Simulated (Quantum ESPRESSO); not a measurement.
Runs of Quantum ESPRESSO 7.5 on Sb. The structure is cubic, space group Fm-3m (No. 225). The conventional cell has a = 4.742 Å, b = 4.742 Å, c = 4.742 Å, α = 90.00°, β = 90.00°, γ = 90.00°. Sb (site symmetry m-3m) has 12 Sb at 3.35 Å as nearest neighbours. This isn't the form of Sb at room conditions, which is rhombohedral.

```tsv
task	level	potentials or basis	cell	k mesh	cutoff (eV)	smearing	form of the LDA correlation	ASE optimiser	q mesh	gap on the mesh (eV)	pressure (GPa)	V0 of scaled cells (Å³/atom)	relaxed volume (Å³/atom)	B0 (GPa)
band structure	PBEsol	GBRV 1.5 PBEsol	as given	10 × 10 × 10	612	fermi-dirac 0.05 eV	-	-	-	none	-1.3	-	-	-
band structure	LDA	GBRV 1.5 LDA	as given	10 × 10 × 10	612	fermi-dirac 0.05 eV	PZ81	-	-	none	-2.4	-	-	-
equation of state	PBEsol	GBRV 1.5 PBEsol	as given	10 × 10 × 10	612	fermi-dirac 0.05 eV	-	-	-	-	-	26.21	-	64
equation of state	LDA	GBRV 1.5 LDA	as given	10 × 10 × 10	612	fermi-dirac 0.05 eV	PZ81	-	-	-	-	(a)	-	66
relaxation of cell and atoms	PBEsol+D3	GBRV 1.5 PBEsol	relaxed	10 × 10 × 10	612	fermi-dirac 0.05 eV	-	BFGS	-	none	0.1	-	(c)	-
relaxation of cell and atoms	PBEsol+D3(BJ)	GBRV 1.5 PBEsol	relaxed	10 × 10 × 10	612	fermi-dirac 0.05 eV	-	BFGS	-	none	0.0	-	24.93	-
phonons and electron-phonon coupling	PBEsol	GBRV 1.5 PBEsol	relaxed	8 × 8 × 8	612	methfessel-paxton 0.272 eV	-	-	4 × 4 × 4	none	0.0	-	-	-
band structure	PBEsol	PseudoDojo 0.4.1 SR PBEsol standard	as given	10 × 10 × 10	1088	fermi-dirac 0.05 eV	-	-	-	none	(b)	-	-	-
```

Alike in all rows: no spin polarisation.

Q: Fill in the values left out.

A: (a) 25.76; (b) -1.2; (c) 25.60.

Caveats: pairwise dispersion overbinds metals, which lowers pressure and volume (some runs); the mesh is thin for the phonons of a metal (some runs); some modes are imaginary (some runs); λ from interpolated matrix elements is rough: modes that symmetry makes equal can differ by tens of percent (some runs).

A k mesh can miss the band edges, and the runs leave out spin-orbit coupling on Sb.

A gap of «none» marks a metal or a gap under the smearing width.

Not every run made on this cell is shown here.
